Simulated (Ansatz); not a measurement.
The system is Te.

```
Te
1.0
     4.45400    0.00000    0.00000
    -2.22700    3.85728    0.00000
     0.00000    0.00000    5.92400
Te
3
Cartesian
  1.6279 2.8197 0.0000
  -0.5991 1.0376 3.9493
  1.1981 0.0000 1.9747
```

Program: Ansatz 0.2.0. Alike in all runs: task single point; potentials or basis Ansatz PAW; no spin polarisation; cell as given; k mesh 4 × 4 × 3; cutoff (eV) 420; smearing fermi-dirac 0.05 eV.

Problem. Order these runs on this cell by their band gap on the k mesh, lowest first.
A. level HSE06 form with a typed share of exact exchange; share of exact exchange 0.5
B. level HSE06 form with a typed share of exact exchange; share of exact exchange 0
C. level HSE06 form with a typed share of exact exchange; share of exact exchange 0.35
D. level HSE06; share of exact exchange 0.25
E. level HSE06 form with a typed share of exact exchange; share of exact exchange 0.15

Solution. B (0.80 eV), E (1.07 eV), D (1.28 eV), C (1.50 eV), A (1.86 eV).

Caveats: odd divisions of the mesh miss points on the zone boundary, where band edges often lie, so the gap on the mesh can be too wide; spin-orbit coupling is left out, which moves the levels of the heavy elements.

A k mesh can miss the band edges.
